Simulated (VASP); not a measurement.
# CdS (F-43m) in VASP: a series of runs

The runs below take CdS through band structure, Born charges and dielectric tensor, with PBE.

Program: VASP 6.6.1. These are calculated values, not measurements. Logs are shortened: lines on timing, memory, paths and dates and some standing lists are left out, and cuts for length are marked.

## (1) Starting point

It takes space group F-43m (No. 216, cubic). Conventional cell: a = 5.938 Å, b = 5.938 Å, c = 5.938 Å, α = 90.00°, β = 90.00°, γ = 90.00°. Around Cd (site symmetry -43m) lie 4 S at 2.57 Å. S (site symmetry -43m) has 4 Cd at 2.57 Å as nearest neighbours.

## (2) Band structure, PBE

Contents of POSCAR:

```
CdS                                     
1.0
   -0.0000000000      2.9689198101      2.9689198101
    2.9689198101     -0.0000000000      2.9689198101
    2.9689198101      2.9689198101     -0.0000000000
  Cd              S             
     1     1
Direct
     0.0000000000000000    0.0000000000000000    1.0000000000000000
     0.2500000000000000    0.2500000000000000    0.2500000000000000
```

Contents of INCAR.step1:

```
SYSTEM = CdS
PREC = Accurate
ENCUT = 520
EDIFF = 1E-7
ISMEAR = 0
SIGMA = 0.02
LREAL = .False.
LASPH = .True.
NELM = 60
ALGO = Normal
ISIF = 2
LWAVE = .False.
LCHARG = .True.
GGA = PE
NBANDS = 16
```

Contents of KPOINTS.step1:

```
regular mesh
0
Gamma
  6 6 6
  0 0 0
```

Contents of INCAR.step2:

```
SYSTEM = CdS
PREC = Accurate
ENCUT = 520
EDIFF = 1E-7
ISMEAR = 0
SIGMA = 0.05
LREAL = .False.
LASPH = .True.
NELM = 60
ALGO = Normal
ISIF = 2
LWAVE = .False.
LCHARG = .False.
GGA = PE
NBANDS = 16
ICHARG = 11
```

Contents of KPOINTS.step2:

```
path GXWKGLUWLK,UX
10
line-mode
reciprocal
 0.0000000000  0.0000000000  0.0000000000  G
 0.5000000000  0.0000000000  0.5000000000  X

 0.5000000000  0.0000000000  0.5000000000  X
 0.5000000000  0.2500000000  0.7500000000  W

 0.5000000000  0.2500000000  0.7500000000  W
 0.3750000000  0.3750000000  0.7500000000  K

 0.3750000000  0.3750000000  0.7500000000  K
 0.0000000000  0.0000000000  0.0000000000  G

 0.0000000000  0.0000000000  0.0000000000  G
 0.5000000000  0.5000000000  0.5000000000  L

 0.5000000000  0.5000000000  0.5000000000  L
 0.6250000000  0.2500000000  0.6250000000  U

 0.6250000000  0.2500000000  0.6250000000  U
 0.5000000000  0.2500000000  0.7500000000  W

 0.5000000000  0.2500000000  0.7500000000  W
 0.5000000000  0.5000000000  0.5000000000  L

 0.5000000000  0.5000000000  0.5000000000  L
 0.3750000000  0.3750000000  0.7500000000  K

 0.6250000000  0.2500000000  0.6250000000  U
 0.5000000000  0.0000000000  0.5000000000  X
```

Potentials or basis: VASP PAW PBE potentials, release 64 (Cd, S).

Launch:

```bash
cat potpaw_PBE.64/Cd/POTCAR potpaw_PBE.64/S/POTCAR > POTCAR
cp INCAR.step1 INCAR
cp KPOINTS.step1 KPOINTS
mpirun -np 1 vasp_std > vasp.out
cp INCAR.step2 INCAR
cp KPOINTS.step2 KPOINTS
mpirun -np 1 vasp_std > vasp.out
```

OUTCAR:

```text
SYSTEM = CdS
   PREC = Accurate
   ENCUT = 520
   EDIFF = 1E-7
   ISMEAR = 0
   LREAL = .False.
   LASPH = .True.
   NELM = 60
   ISIF = 2
   GGA = PE
   ICHARG = 11

 ion  position               nearest neighbor table
   1  0.000  0.000  0.000-   2 2.57   2 2.57   2 2.57   2 2.57
   2  0.250  0.250  0.250-   1 2.57   1 2.57   1 2.57   1 2.57

  LATTYP: Found a face centered cubic cell.
 ALAT       =     5.9378396202

  Lattice vectors:

 A1 = (   0.0000000000,   2.9689198101,   2.9689198101)
 A2 = (   2.9689198101,   0.0000000000,   2.9689198101)
 A3 = (   2.9689198101,   2.9689198101,   0.0000000000)

Analysis of symmetry for initial positions (statically):
=====================================================================
 Subroutine PRICEL returns:
 Original cell was already a primitive cell.

 Routine SETGRP: Setting up the symmetry group for a
 face centered cubic supercell.

 Subroutine GETGRP returns: Found 24 space group operations
 (whereof 24 operations were pure point group operations)
 out of a pool of 48 trial point group operations.

The static configuration has the point symmetry T_d .

Analysis of symmetry for dynamics (positions and initial velocities):
=====================================================================
 Subroutine PRICEL returns:
 Original cell was already a primitive cell.

 Routine SETGRP: Setting up the symmetry group for a
 face centered cubic supercell.

 Subroutine GETGRP returns: Found 24 space group operations
 (whereof 24 operations were pure point group operations)
 out of a pool of 48 trial point group operations.

The dynamic configuration has the point symmetry T_d .

 Subroutine INISYM returns: Found 24 space group operations
 (whereof 24 operations are pure point group operations),
 and found     1 'primitive' translations

----------------------------------------------------------------------------------------

                                     Primitive cell

  volume of cell :      52.3390

  direct lattice vectors                    reciprocal lattice vectors
     0.000000000  2.968919810  2.968919810    -0.168411420  0.168411420  0.168411420
     2.968919810  0.000000000  2.968919810     0.168411420 -0.168411420  0.168411420
     2.968919810  2.968919810  0.000000000     0.168411420  0.168411420 -0.168411420

  length of vectors
     4.198686661  4.198686661  4.198686661     0.291697135  0.291697135  0.291697135

  position of ions in fractional coordinates (direct lattice)
     0.000000000  0.000000000  0.000000000
     0.250000000  0.250000000  0.250000000

  ion indices of the primitive-cell ions
   primitive index   ion index
                 1           1
                 2           2

----------------------------------------------------------------------------------------

 KPOINTS: path GXWKGLUWLK,UX

Interpolating k-points between supplied coordinates.

 Line segments in fractional coordinates (reciprocal lattice):
    0.000000  0.000000  0.000000  ...  0.500000  0.000000  0.500000
    0.500000  0.000000  0.500000  ...  0.500000  0.250000  0.750000
    0.500000  0.250000  0.750000  ...  0.375000  0.375000  0.750000
    0.375000  0.375000  0.750000  ...  0.000000  0.000000  0.000000
    0.000000  0.000000  0.000000  ...  0.500000  0.500000  0.500000
    0.500000  0.500000  0.500000  ...  0.625000  0.250000  0.625000
    0.625000  0.250000  0.625000  ...  0.500000  0.250000  0.750000
    0.500000  0.250000  0.750000  ...  0.500000  0.500000  0.500000
    0.500000  0.500000  0.500000  ...  0.375000  0.375000  0.750000
    0.625000  0.250000  0.625000  ...  0.500000  0.000000  0.500000

 Generated    10 points on each line segment, for a total of    100 k-points:

 Following reciprocal coordinates:
            Coordinates               Weight
  0.000000  0.000000  0.000000      0.010000
  0.055556  0.000000  0.055556      0.010000
  0.111111  0.000000  0.111111      0.010000
  0.166667  0.000000  0.166667      0.010000
  0.222222  0.000000  0.222222      0.010000
  0.277778  0.000000  0.277778      0.010000
[... 16 lines left out ...]
  0.472222  0.277778  0.750000      0.010000
  0.458333  0.291667  0.750000      0.010000
 [... further k-points ...]
   k-points           NKPTS =    100   k-points in BZ     NKDIM =    100   number of bands    NBANDS=     16
   number of dos      NEDOS =    301   number of ions     NIONS =      2
   total plane-waves  NPLWV =  32768
   dimension x,y,z NGX =    32 NGY =   32 NGZ =   32
   dimension x,y,z NGXF=    64 NGYF=   64 NGZF=   64
   ions per type =               1   1
   NGX,Y,Z   is equivalent  to a cutoff of  12.67, 12.67, 12.67 a.u.
   NGXF,Y,Z  is equivalent  to a cutoff of  25.34, 25.34, 25.34 a.u.
 SYSTEM =  CdS
   PREC   = accura    normal or accurate (medium, high low for compatibility)
   ISTART =      0    job   : 0-new  1-cont  2-samecut
   ICHARG =     11    charge: 1-file 2-atom 10-const
   ISPIN  =      1    spin polarized calculation?
   LNONCOLLINEAR =      F non collinear calculations
   LSORBIT =      F    spin-orbit coupling
   LASPH  =      T    aspherical Exc in radial PAW
   ENCUT  =  520.0 eV  38.22 Ry    6.18 a.u.   7.81  7.81  7.81*2*pi/ulx,y,z
   NELM   =     60;   NELMIN=  2; NELMDL=  0     # of ELM steps
   EDIFF  = 0.1E-06   stopping-criterion for ELM
   LREAL  =      F    real-space projection
   EDIFFG = 0.1E-05   stopping-criterion for IOM
   NSW    =      0    number of steps for IOM
   IBRION =     -1    ionic relax: 0-MD 1-quasi-New 2-CG
   NFREE  =      0    steps in history (QN), initial steepest desc. (CG)
   ISIF   =      2    stress and relaxation
   ISYM   =      2    0-nonsym 1-usesym 2-fastsym
   POTIM  = 0.5000    time-step for ionic-motion
   TEBEG  =    0.0;   TEEND  =   0.0 temperature during run
   PSTRESS=    0.0 pullay stress
   NELECT =      18.0000    total number of electrons
   NUPDOWN=      -1.0000    fix difference up-down
   EMIN   =  10.00;   EMAX   =-10.00  energy-range for DOS
   EFERMI =   0.00;   METHOD = LEGACY
   ISMEAR =     0;   SIGMA  =   0.05  broadening in eV -4-tet -1-fermi 0-gaus
   EFERMI_NEDOS =   21; number of points for ismear=-14 and -15
   IALGO  =     38    algorithm
   IMIX   =      4    mixing-type and parameters
     AMIX     =   0.40;   BMIX     =  1.00
     AMIX_MAG =   1.60;   BMIX_MAG =  1.00
  volume/ion in A,a.u.               =      26.17       176.60
  Fermi-wavevector in a.u.,A,eV,Ry     =   1.146984  2.167485 17.899435  1.315571
  Thomas-Fermi vector in A             =   2.283666
   LORBIT       =      0    0 simple, 1 ext, 2 COOP (PROOUT), +10 PAW based schemes
   GGA     = PE    functional components
   LHFCALC =     F    Hartree Fock is set to
   AEXX    =    0.0000 exact exchange contribution
   IVDW    =     0    specifies the selected vdW correction
   LEPSILON=     F    determine dielectric tensor
   LRPA    =     F    only Hartree local field effects (RPA)
 non-spin polarized calculation
 Gauss-broadening in eV      SIGMA  =   0.05
  energy-cutoff  :      520.00
  volume of cell :       52.34
 maximum number of plane-waves:      1426
 NGX is ok and might be reduce to    32

 number of electron      18.0000000 magnetization

 Free energy of the ion-electron system (eV)
  ---------------------------------------------------
  ext. energy  EPLUGINS =         0.00000000
  ---------------------------------------------------
  free energy    TOTEN  =        -6.35901701 eV

  energy without entropy =       -6.35901701  energy(sigma->0) =       -6.35901701

 E-fermi :   1.1161     XC(G=0):  -8.9009

 val. band max:        0.8738170749   @ k =   0.0000   0.0000   0.0000
 cond. band min:       1.9038411854   @ k =   0.0000   0.0000   0.0000
 fundamental gap:      1.0300241105
 Fermi energy:         1.1161270653

 k-point     1 :       0.0000    0.0000    0.0000
  band No.  band energies     occupation
      1     -11.1821      2.00000
      2      -6.6800      2.00000
      3      -6.6800      2.00000
      4      -6.6800      2.00000
      5      -6.2674      2.00000
      6      -6.2674      2.00000
[... 8 lines left out ...]
     15      12.2694      0.00000
     16      12.2694      0.00000

 k-point     2 :       0.0556    0.0000    0.0556
  band No.  band energies     occupation
      1     -11.1670      2.00000
      2      -6.6722      2.00000
      3      -6.6722      2.00000
      4      -6.6716      2.00000
      5      -6.2703      2.00000
      6      -6.2651      2.00000
[... 8 lines left out ...]
     15      12.2839      0.00000
     16      12.2908      0.00000

 k-point     3 :       0.1111    0.0000    0.1111
  band No.  band energies     occupation
      1     -11.1235      2.00000
      2      -6.6495      2.00000
      3      -6.6495      2.00000
      4      -6.6457      2.00000
      5      -6.2783      2.00000
      6      -6.2587      2.00000
[... 8 lines left out ...]
     15      12.3541      0.00000
     16      12.9768      0.00000

 k-point     4 :       0.1667    0.0000    0.1667
  band No.  band energies     occupation
      1     -11.0568      2.00000
      2      -6.6136      2.00000
      3      -6.6136      2.00000
      4      -6.6010      2.00000
      5      -6.2877      2.00000
      6      -6.2489      2.00000
[... 8 lines left out ...]
     15      12.4565      0.00000
     16      13.9262      0.00000
[... 324 lines left out ...]
 k-point    22 :       0.4861    0.2639    0.7500
  band No.  band energies     occupation
      1     -10.6902      2.00000
      2      -6.4741      2.00000
      3      -6.4637      2.00000
      4      -6.3038      2.00000
      5      -6.2567      2.00000
      6      -5.7242      2.00000
[... 8 lines left out ...]
     15      13.7795      0.00000
     16      14.0995      0.00000

 k-point    23 :       0.4722    0.2778    0.7500
  band No.  band energies     occupation
      1     -10.6912      2.00000
      2      -6.4780      2.00000
      3      -6.4600      2.00000
      4      -6.3080      2.00000
      5      -6.2530      2.00000
      6      -5.7290      2.00000
[... 8 lines left out ...]
     15      13.6004      0.00000
     16      14.1874      0.00000

 k-point    24 :       0.4583    0.2917    0.7500
  band No.  band energies     occupation
      1     -10.6926      2.00000
      2      -6.4829      2.00000
      3      -6.4552      2.00000
      4      -6.3136      2.00000
      5      -6.2481      2.00000
      6      -5.7357      2.00000
[... 8 lines left out ...]
     15      13.4165      0.00000
     16      14.3087      0.00000

 [... further k-points ...]

------------------------ aborting loop because EDIFF is reached ----------------------------------------

  FORCE on cell =-STRESS in cart. coord.  units (eV):
  Direction    XX          YY          ZZ          XY          YZ          ZX
  --------------------------------------------------------------------------------------
  -------------------------------------------------------------------------------------
  Total       -0.6063402     -0.6063402     -0.6063402      0.0000000     -0.0000000      0.0000000
  in kB      -18.5610069    -18.5610069    -18.5610069      0.0000000     -0.0000000      0.0000000
  external PRESSURE =     -18.5610069 kB  Pullay stress =       0.0000000 kB

 VOLUME and BASIS-vectors are now :
 -----------------------------------------------------------------------------
  energy-cutoff  :      520.00
  volume of cell :       52.34
      direct lattice vectors                 reciprocal lattice vectors
     0.000000000  2.968919810  2.968919810    -0.168411420  0.168411420  0.168411420
     2.968919810  0.000000000  2.968919810     0.168411420 -0.168411420  0.168411420
     2.968919810  2.968919810  0.000000000     0.168411420  0.168411420 -0.168411420

 POSITION                                       TOTAL-FORCE (eV/Angst)
 -----------------------------------------------------------------------------------
      0.00000      0.00000      0.00000        -0.000000     -0.000000     -0.000000
      1.48446      1.48446      1.48446         0.000000      0.000000      0.000000
 -----------------------------------------------------------------------------------
    total drift:                               -0.000000     -0.000000     -0.000000

  FREE ENERGIE OF THE ION-ELECTRON SYSTEM (eV)
  ---------------------------------------------------
  free  energy   TOTEN  =        -6.3590170134 eV

  energy  without entropy=       -6.3590170134  energy(sigma->0) =       -6.35901701
```

It took 45 s on 1 thread of Intel Xeon Platinum 8488C (Sapphire Rapids), shared host; peak memory 0.22 GiB.

Results:

```
Band gap on the k mesh  : 1.03 eV, direct
Band gap along the path : 1.03 eV, direct
```

Levels at the corners of the path, in eV from the valence-band top:
| point | band 6 | band 7 | band 8 | band 9 | band 10 | band 11 | band 12 | band 13 |
| --- | --- | --- | --- | --- | --- | --- | --- | --- |
| Γ | -7.14 | 0.00 | 0.00 | 0.00 | 1.03 | 6.55 | 6.55 | 6.55 |
| X | -6.75 | -3.72 | -1.70 | -1.70 | 3.64 | 4.27 | 9.01 | 10.46 |
| X | -6.75 | -3.72 | -1.70 | -1.70 | 3.64 | 4.27 | 9.01 | 10.46 |
| W | -6.60 | -3.65 | -2.04 | -2.01 | 5.20 | 5.45 | 7.13 | 8.07 |
| W | -6.60 | -3.65 | -2.04 | -2.01 | 5.20 | 5.45 | 7.13 | 8.07 |
| K | -6.64 | -3.68 | -2.31 | -1.38 | 4.23 | 5.33 | 8.38 | 8.94 |
| K | -6.64 | -3.68 | -2.31 | -1.38 | 4.23 | 5.33 | 8.38 | 8.94 |
| Γ | -7.14 | 0.00 | 0.00 | 0.00 | 1.03 | 6.55 | 6.55 | 6.55 |
| Γ | -7.14 | 0.00 | 0.00 | 0.00 | 1.03 | 6.55 | 6.55 | 6.55 |
| L | -6.81 | -4.09 | -0.68 | -0.68 | 2.93 | 7.00 | 7.00 | 7.31 |
| L | -6.81 | -4.09 | -0.68 | -0.68 | 2.93 | 7.00 | 7.00 | 7.31 |
| U | -6.64 | -3.68 | -2.31 | -1.38 | 4.23 | 5.33 | 8.38 | 8.94 |
| U | -6.64 | -3.68 | -2.31 | -1.38 | 4.23 | 5.33 | 8.38 | 8.94 |
| W | -6.60 | -3.65 | -2.04 | -2.01 | 5.20 | 5.45 | 7.13 | 8.07 |
| W | -6.60 | -3.65 | -2.04 | -2.01 | 5.20 | 5.45 | 7.13 | 8.07 |
| L | -6.81 | -4.09 | -0.68 | -0.68 | 2.93 | 7.00 | 7.00 | 7.31 |
| L | -6.81 | -4.09 | -0.68 | -0.68 | 2.93 | 7.00 | 7.00 | 7.31 |
| K | -6.64 | -3.68 | -2.31 | -1.38 | 4.23 | 5.33 | 8.38 | 8.94 |
| U | -6.64 | -3.68 | -2.31 | -1.38 | 4.23 | 5.33 | 8.38 | 8.94 |
| X | -6.75 | -3.72 | -1.70 | -1.70 | 3.64 | 4.27 | 9.01 | 10.46 |

Caveat: the log is that of the step along the path at fixed density, whose energy, stress, charges and moments have no meaning.

(Part 1 of 2 ends here.)
